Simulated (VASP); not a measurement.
# VASP 6.6.1 run: SiC

INCAR

```
LCHARG = .FALSE.
LREAL = .FALSE.
NELM = 120
NSW = 0
LASPH = .TRUE.
IBRION = -1
EDIFF = 1E-7
ISPIN = 2
GGA = CA
ISIF = 2
LWAVE = .FALSE.
ENCUT = 520
NBANDS = 16
SIGMA = 0.02
ADDGRID = .TRUE.
ISMEAR = -1
PREC = Accurate
MAGMOM = -3 3 3 -3
```

KPOINTS

```
KPOINTS created by Atomic Simulation Environment
0
Gamma
8 8 4
0 0 0
```

POSCAR

```
Si C
 1.0000000000000000
     3.1400999999999999   -0.0053000000000000   -0.0082000000000000
    -1.5746000000000000    2.6591000000000000   -0.0410000000000000
    -0.0135000000000000   -0.0854000000000000    4.9428000000000001
 Si  C
   2   2
Cartesian
  0.0482460999999999  1.7141924700000002  0.0280813400000000
  1.5877503300000000  0.7843729699999999  2.3518480999999998
  0.0108834500000000  2.0795319999999999  1.7267291199999999
  1.5650205299999997  0.8143128999999999  4.3096424400000002
```

The recommended LDA PAW datasets give the neutral cell 16 valence electrons.

Command

```
mpirun -np 1 vasp_std
```

How does this run end, and what does it give?

It converged. Results: pressure 19.5 GPa; largest force 16.43 eV/Å; magnetic moment of the cell 0.00 μB.

OSZICAR

```
N       E                     dE             d eps       ncg     rms          rms(c)
DAV:   1     0.333719727628E+02    0.33372E+02   -0.69588E+03  8480   0.867E+02
DAV:   2    -0.241355690057E+02   -0.57508E+02   -0.52582E+02 11688   0.161E+02
DAV:   3    -0.266934008710E+02   -0.25578E+01   -0.25472E+01 11168   0.322E+01
DAV:   4    -0.267139957171E+02   -0.20595E-01   -0.20592E-01 10616   0.359E+00
DAV:   5    -0.267142226726E+02   -0.22696E-03   -0.22695E-03 11320   0.353E-01    0.227E+01
DAV:   6    -0.301799036316E+02   -0.34657E+01   -0.78378E+00 11496   0.238E+01    0.750E+00
DAV:   7    -0.302520038622E+02   -0.72100E-01   -0.36363E+00 10920   0.115E+01    0.411E+00
DAV:   8    -0.302375791725E+02    0.14425E-01   -0.12744E-01 10240   0.243E+00    0.207E+00
DAV:   9    -0.302153020001E+02    0.22277E-01   -0.36188E-02 11264   0.121E+00    0.796E-01
DAV:  10    -0.302130647211E+02    0.22373E-02   -0.41772E-03 10712   0.447E-01    0.225E-01
DAV:  11    -0.302128586211E+02    0.20610E-03   -0.97991E-04 11552   0.189E-01    0.117E-01
DAV:  12    -0.302128689463E+02   -0.10325E-04   -0.10507E-04 10616   0.708E-02    0.641E-02
DAV:  13    -0.302128697340E+02   -0.78772E-06   -0.17758E-05 11456   0.285E-02    0.291E-02
DAV:  14    -0.302128700267E+02   -0.29268E-06   -0.40445E-06 10560   0.134E-02    0.138E-02
DAV:  15    -0.302128696186E+02    0.40814E-06   -0.16226E-06 11152   0.820E-03    0.487E-03
DAV:  16    -0.302128696069E+02    0.11683E-07   -0.23964E-07  8232   0.326E-03
   1 F= -.30212870E+02 E0= -.30212870E+02  d E =-.830360E-11  mag=     0.0000
```

Standard output (part)

```
POSCAR found type information on POSCAR SiC
 POSCAR found :  2 types and       4 ions
 LDA part: xc-table for (Slater(with rela. corr.)+CA(PZ))
 , standard interpolation
 POSCAR, INCAR and KPOINTS ok, starting setup
 WAVECAR not read
 entering main loop
```

For comparison, a separate LDA run of the intended cell, on usual settings and not on those above, gives a gap of 1.39 eV on its mesh and a pressure of 19.5 GPa.
